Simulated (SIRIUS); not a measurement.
Crystal: ZnO (zincite).

```
Zn O
1.0
     3.24931    0.00000    0.00000
    -1.62465    2.81398    0.00000
     0.00000    0.00000    5.20571
Zn O
2 2
Direct
  0.66667 0.33333 0.00000
  0.33333 0.66667 0.50000
  0.33333 0.66667 0.87901
  0.66667 0.33333 0.37901
```

Base run:

```yaml
Program: SIRIUS 7.12.0
Functional: BLYP
Potentials_or_basis: all-electron FP-LAPW
Cutoff: 331 eV
Basis: apw+lo standard
k_mesh: 6 × 6 × 3
Occupations: fermi-dirac, width 0.05 eV
Spin: no spin polarisation
```

Its results: band gap on the k mesh 0.97 eV, direct; largest force 0.076 eV/Å.

**Question.** The run is repeated on the same cell with these changes: functional from BLYP to WC. What comes out?

**Answer.** Band gap on the k mesh 0.71 eV, direct; largest force 0.063 eV/Å.
